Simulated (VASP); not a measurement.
# Ga2O3 (P1) in VASP: atomic charges with PBE

Aim: the atomic charges of Ga2O3 with PBE.

Program: VASP 6.6.1. These are calculated values, not measurements. Logs are shortened: lines on timing, memory, paths and dates and some standing lists are left out, and cuts for length are marked.

**1. The cell of the first run**

The typed cell holds 10 atoms: a = 5.322 Å, b = 5.322 Å, c = 5.322 Å, α = 55.82°, β = 55.82°, γ = 55.82°.

**2. Atomic charges, PBE (all atoms moved at random, sigma 0.15 Å a component)**

INCAR

```
PREC = Accurate
ENCUT = 520
EDIFF = 1E-6
ISMEAR = 0
SIGMA = 0.02
LREAL = False
LASPH = True
NELM = 80
ALGO = Normal
ISIF = 2
LWAVE = False
LCHARG = False
GGA = PE
LORBIT = 10
```

KPOINTS

```
regular mesh
0
Gamma
  5 5 5
```

POSCAR

```
Ga2O3
1.0
    2.4912496600      1.4383236600      4.4776700000
   -2.4912496600      1.4383236600      4.4776700000
    0.0000000000     -2.8766473200      4.4776700000
Ga O
4 6
Direct
    0.3275383300      0.3730255000      0.4339260900
    0.1226850000      0.1996506100      0.1309869800
    0.6575711600      0.6681613400      0.6067828300
    0.8117986800      0.8606050300      0.8644208700
    0.5719675800      0.9374977000      0.2597667500
    0.2931015800      0.5446146900      0.8991745800
    0.9691647800      0.1972850700      0.5753189600
    0.4882741500      0.0028275800      0.7620414600
    0.7493726300      0.4250905300      0.0293894900
    0.0085261100      0.7912419500      0.4381919900
```

Potentials or basis: VASP PAW PBE potentials, release 64 (Ga_d, O).

The run is started by

```console
$ cat potpaw_PBE.64/Ga_d/POTCAR potpaw_PBE.64/O/POTCAR > POTCAR
$ mpirun -np 1 vasp_std > vasp.out
```

OUTCAR:

```text
PREC = Accurate
   ENCUT = 520
   EDIFF = 1E-6
   ISMEAR = 0
   LREAL = False
   LASPH = True
   NELM = 80
   ISIF = 2
   GGA = PE
   LORBIT = 10

 ion  position               nearest neighbor table
   1  0.328  0.373  0.434-   8 1.89  10 1.90   9 2.09   7 2.16   5 2.37   3 2.77
   2  0.123  0.200  0.131-   9 1.87   6 1.95   7 2.02  10 2.04   8 2.11   5 2.27   4 2.76   4 2.88

   3  0.658  0.668  0.607-   5 1.71   6 1.87  10 1.89   8 1.92   9 2.06   7 2.13   4 2.72   1 2.77

   4  0.812  0.861  0.864-   8 1.72   7 1.85   5 1.89  10 2.05   9 2.12   6 2.18   3 2.72   2 2.76
                             2 2.88
   5  0.572  0.937  0.260-   3 1.71   4 1.89   2 2.27   1 2.37
   6  0.293  0.545  0.899-   3 1.87   2 1.95   4 2.18
   7  0.969  0.197  0.575-   4 1.85   2 2.02   3 2.13   1 2.16
   8  0.488  0.003  0.762-   4 1.72   1 1.89   3 1.92   2 2.11
   9  0.749  0.425  0.029-   2 1.87   3 2.06   1 2.09   4 2.12
  10  0.009  0.791  0.438-   3 1.89   1 1.90   2 2.04   4 2.05

  LATTYP: Found a trigonal (rhomboedric) cell.
 ALAT       =     5.3220887298
 COS(alpha) =     0.5617718432

  Lattice vectors:

 A1 = (   2.4912496600,   1.4383236600,   4.4776700000)
 A2 = (  -2.4912496600,   1.4383236600,   4.4776700000)
 A3 = (   0.0000000000,  -2.8766473200,   4.4776700000)

Analysis of symmetry for initial positions (statically):
=====================================================================
 Subroutine PRICEL returns:
 Original cell was already a primitive cell.

 Routine SETGRP: Setting up the symmetry group for a
 trigonal (rhombohedral) supercell.

 Subroutine GETGRP returns: Found  1 space group operations
 (whereof  1 operations were pure point group operations)
 out of a pool of 12 trial point group operations.

The static configuration has the point symmetry C_1 .

Analysis of symmetry for dynamics (positions and initial velocities):
=====================================================================
 Subroutine PRICEL returns:
 Original cell was already a primitive cell.

 Routine SETGRP: Setting up the symmetry group for a
 trigonal (rhombohedral) supercell.

 Subroutine GETGRP returns: Found  1 space group operations
 (whereof  1 operations were pure point group operations)
 out of a pool of 12 trial point group operations.

The dynamic configuration has the point symmetry C_1 .

 Subroutine INISYM returns: Found  1 space group operations
 (whereof  1 operations are pure point group operations),
 and found     1 'primitive' translations

----------------------------------------------------------------------------------------

                                     Primitive cell

  volume of cell :      96.2669

  direct lattice vectors                    reciprocal lattice vectors
     2.491249660  1.438323660  4.477670000     0.200702486  0.115875634  0.074443479
    -2.491249660  1.438323660  4.477670000    -0.200702486  0.115875634  0.074443479
     0.000000000 -2.876647320  4.477670000     0.000000000 -0.231751269  0.074443479

  length of vectors
     5.322088730  5.322088730  5.322088728     0.243414219  0.243414219  0.243414219

  position of ions in fractional coordinates (direct lattice)
     0.327538330  0.373025500  0.433926090
     0.122685000  0.199650610  0.130986980
     0.657571160  0.668161340  0.606782830
     0.811798680  0.860605030  0.864420870
     0.571967580  0.937497700  0.259766750
     0.293101580  0.544614690  0.899174580
     0.969164780  0.197285070  0.575318960
     0.488274150  0.002827580  0.762041460
     0.749372630  0.425090530  0.029389490
     0.008526110  0.791241950  0.438191990

  ion indices of the primitive-cell ions
   primitive index   ion index
                 1           1
                 2           2
                 3           3
                 4           4
                 5           5
                 6           6
                 7           7
                 8           8
                 9           9
                10          10

----------------------------------------------------------------------------------------

 KPOINTS: regular mesh

Automatic generation of k-mesh.
 Grid dimensions read from file:
 generate k-points for:    5    5    5

 Generating k-lattice:

  Cartesian coordinates                     Fractional coordinates (reciprocal lattice)
     0.040140497  0.023175127  0.014888696     0.200000000 -0.000000000  0.000000000
    -0.040140497  0.023175127  0.014888696    -0.000000000  0.200000000  0.000000000
     0.000000000 -0.046350254  0.014888696     0.000000000  0.000000000  0.200000000

  Length of vectors
     0.048682844  0.048682844  0.048682844

  Shift w.r.t. Gamma in fractional coordinates (k-lattice)
     0.000000000  0.000000000  0.000000000

 Subroutine IBZKPT returns following result:
 ===========================================

 Found     63 irreducible k-points:

 Following reciprocal coordinates:
            Coordinates               Weight
  0.000000  0.000000  0.000000      1.000000
  0.200000 -0.000000 -0.000000      2.000000
 -0.000000  0.200000 -0.000000      2.000000
 -0.000000 -0.000000  0.200000      2.000000
  0.400000 -0.000000  0.000000      2.000000
 -0.000000  0.400000  0.000000      2.000000
[... 16 lines left out ...]
 -0.200000  0.200000  0.000000      2.000000
  0.200000 -0.000000 -0.200000      2.000000
 [... further k-points ...]
   k-points           NKPTS =     63   k-points in BZ     NKDIM =     63   number of bands    NBANDS=     52
   number of dos      NEDOS =    301   number of ions     NIONS =     10
   total plane-waves  NPLWV =  64000
   dimension x,y,z NGX =    40 NGY =   40 NGZ =   40
   dimension x,y,z NGXF=    80 NGYF=   80 NGZF=   80
   ions per type =               4   6
   NGX,Y,Z   is equivalent  to a cutoff of  12.49, 12.49, 12.49 a.u.
   NGXF,Y,Z  is equivalent  to a cutoff of  24.99, 24.99, 24.99 a.u.
 SYSTEM =  unknown system
   PREC   = accura    normal or accurate (medium, high low for compatibility)
   ISTART =      0    job   : 0-new  1-cont  2-samecut
   ICHARG =      2    charge: 1-file 2-atom 10-const
   ISPIN  =      1    spin polarized calculation?
   LNONCOLLINEAR =      F non collinear calculations
   LSORBIT =      F    spin-orbit coupling
   LASPH  =      T    aspherical Exc in radial PAW
   ENCUT  =  520.0 eV  38.22 Ry    6.18 a.u.   9.90  9.90  9.90*2*pi/ulx,y,z
   NELM   =     80;   NELMIN=  2; NELMDL= -5     # of ELM steps
   EDIFF  = 0.1E-05   stopping-criterion for ELM
   LREAL  =      F    real-space projection
   EDIFFG = 0.1E-04   stopping-criterion for IOM
   NSW    =      0    number of steps for IOM
   IBRION =     -1    ionic relax: 0-MD 1-quasi-New 2-CG
   NFREE  =      0    steps in history (QN), initial steepest desc. (CG)
   ISIF   =      2    stress and relaxation
   ISYM   =      2    0-nonsym 1-usesym 2-fastsym
   POTIM  = 0.5000    time-step for ionic-motion
   TEBEG  =    0.0;   TEEND  =   0.0 temperature during run
   PSTRESS=    0.0 pullay stress
   NELECT =      88.0000    total number of electrons
   NUPDOWN=      -1.0000    fix difference up-down
   EMIN   =  10.00;   EMAX   =-10.00  energy-range for DOS
   EFERMI =   0.00;   METHOD = LEGACY
   ISMEAR =     0;   SIGMA  =   0.02  broadening in eV -4-tet -1-fermi 0-gaus
   EFERMI_NEDOS =   21; number of points for ismear=-14 and -15
   IALGO  =     38    algorithm
   IMIX   =      4    mixing-type and parameters
     AMIX     =   0.40;   BMIX     =  1.00
     AMIX_MAG =   1.60;   BMIX_MAG =  1.00
  volume/ion in A,a.u.               =       9.63        64.96
  Fermi-wavevector in a.u.,A,eV,Ry     =   1.588827  3.002448 34.346162  2.524372
  Thomas-Fermi vector in A             =   2.687771
   LORBIT       =     10    0 simple, 1 ext, 2 COOP (PROOUT), +10 PAW based schemes
   GGA     = PE    functional components
   LHFCALC =     F    Hartree Fock is set to
   AEXX    =    0.0000 exact exchange contribution
   IVDW    =     0    specifies the selected vdW correction
   LEPSILON=     F    determine dielectric tensor
   LRPA    =     F    only Hartree local field effects (RPA)
 non-spin polarized calculation
 Gauss-broadening in eV      SIGMA  =   0.02
  energy-cutoff  :      520.00
  volume of cell :       96.27
 maximum number of plane-waves:      2610
   NGX = 19   NGY = 19   NGZ = 19

 number of electron      88.0000001 magnetization

 Free energy of the ion-electron system (eV)
  ---------------------------------------------------
  ext. energy  EPLUGINS =         0.00000000
  ---------------------------------------------------
  free energy    TOTEN  =       -55.63615857 eV

  energy without entropy =      -55.63615857  energy(sigma->0) =      -55.63615857

 E-fermi :   5.1378     XC(G=0): -12.2159

 val. band max:        5.0435709364   @ k =   0.0000   0.0000   0.0000
 cond. band min:       6.8444967922   @ k =   0.0000   0.0000   0.0000
 fundamental gap:      1.8009258558
 Fermi energy:         5.1377714136

 k-point     1 :       0.0000    0.0000    0.0000
  band No.  band energies     occupation
      1     -15.0482      2.00000
      2     -13.2895      2.00000
      3     -12.7257      2.00000
      4     -12.3196      2.00000
      5     -12.1668      2.00000
      6     -11.6791      2.00000
[... 44 lines left out ...]
     51      14.8142      0.00000
     52      15.1275      0.00000
[... 1263 lines left out ...]
     51      14.4355      0.00000
     52      15.1071      0.00000

 [... further k-points ...]

------------------------ aborting loop because EDIFF is reached ----------------------------------------

  FORCE on cell =-STRESS in cart. coord.  units (eV):
  Direction    XX          YY          ZZ          XY          YZ          ZX
  --------------------------------------------------------------------------------------
  -------------------------------------------------------------------------------------
  Total       15.5199510      9.8675535     13.6680615     -2.3147487     -2.0546709      5.1971952
  in kB      258.2995897    164.2263572    227.4784687    -38.5245185    -34.1960270     86.4972695
  external PRESSURE =     216.6681385 kB  Pullay stress =       0.0000000 kB

 VOLUME and BASIS-vectors are now :
 -----------------------------------------------------------------------------
  energy-cutoff  :      520.00
  volume of cell :       96.27
      direct lattice vectors                 reciprocal lattice vectors
     2.491249660  1.438323660  4.477670000     0.200702486  0.115875634  0.074443479
    -2.491249660  1.438323660  4.477670000    -0.200702486  0.115875634  0.074443479
     0.000000000 -2.876647320  4.477670000     0.000000000 -0.231751269  0.074443479

 POSITION                                       TOTAL-FORCE (eV/Angst)
 -----------------------------------------------------------------------------------
     -0.11332     -0.24061      5.07987         0.838399      2.051192     -1.625783
     -0.19174      0.08682      2.02983         1.785866     -1.195764      1.047698
     -0.02638      0.16133      8.65317         2.211058     -3.629702     -1.422159
     -0.12159     -0.08118     11.35906         3.502038     -0.190699      4.364360
     -0.91063      1.42384      7.92204        -1.748821      2.674083     -2.902086
     -0.62658     -1.38170      7.77722        -1.553954     -2.016876     -1.688347
      1.92295      0.02274      7.79907        -1.858563      2.702233      1.677726
      1.20937     -1.48576      5.61116        -6.416736     -0.728265     -1.700849
      0.80787      1.60471      5.39045        -0.293576     -1.162823      1.743230
     -1.94994     -0.11020      5.54318         3.534290      1.496620      0.506210
 -----------------------------------------------------------------------------------
    total drift:                                0.000284     -0.000339      0.000652

  FREE ENERGIE OF THE ION-ELECTRON SYSTEM (eV)
  ---------------------------------------------------
  free  energy   TOTEN  =       -55.6361585666 eV

  energy  without entropy=      -55.6361585666  energy(sigma->0) =      -55.63615857

 total charge

# of ion       s       p       d       tot
------------------------------------------
    1        0.701   0.644  10.158  11.503
    2        0.684   0.724  10.233  11.641
    3        0.713   0.906  10.397  12.015
    4        0.708   0.868  10.354  11.930
    5        1.563   3.554   0.000   5.117
    6        1.560   3.475   0.000   5.036
    7        1.562   3.493   0.000   5.055
    8        1.573   3.600   0.000   5.172
    9        1.570   3.477   0.000   5.047
   10        1.573   3.524   0.000   5.097
--------------------------------------------------
tot         12.207  24.264  41.142  77.613
```

Run time: 2.8 min. Hardware: 1 thread of Intel Xeon 6975P-C (Granite Rapids), shared host; peak memory 0.38 GiB.

Results:

| Item | Value |
| --- | --- |
| Free energy | -55.6362 eV |
| Pressure | 21.7 GPa |
| Largest force | 6.678 eV/Å |
| Band gap on the k mesh | 1.80 eV, direct |
| Valence electrons inside the program's atomic spheres | Ga 11.50, 11.64, 12.02, 11.93; O 5.12, 5.04, 5.05, 5.17, 5.10 |

Forces on the atoms (eV/Å):
```
Ga   0.838  2.051 -1.626
Ga   1.786 -1.196  1.048
Ga   2.211 -3.630 -1.422
Ga   3.502 -0.191  4.364
O   -1.749  2.674 -2.902
O   -1.554 -2.017 -1.688
O   -1.859  2.702  1.678
O   -6.417 -0.728 -1.701
O   -0.294 -1.163  1.743
O    3.534  1.497  0.506
```

Levels at points of the mesh, in eV from the valence-band top:
```
           k point  band 42  band 43  band 44  band 45  band 46  band 47
(0.00, 0.00, 0.00)    -0.43    -0.21     0.00     1.80     5.29     6.10
```

Caveat: so large a pressure means that the cell lies far from this level's equilibrium, or that cutoff or potentials fall short; forces of over 1 eV/Å show positions far from the minimum, so gaps and moduli don't describe the material at rest.
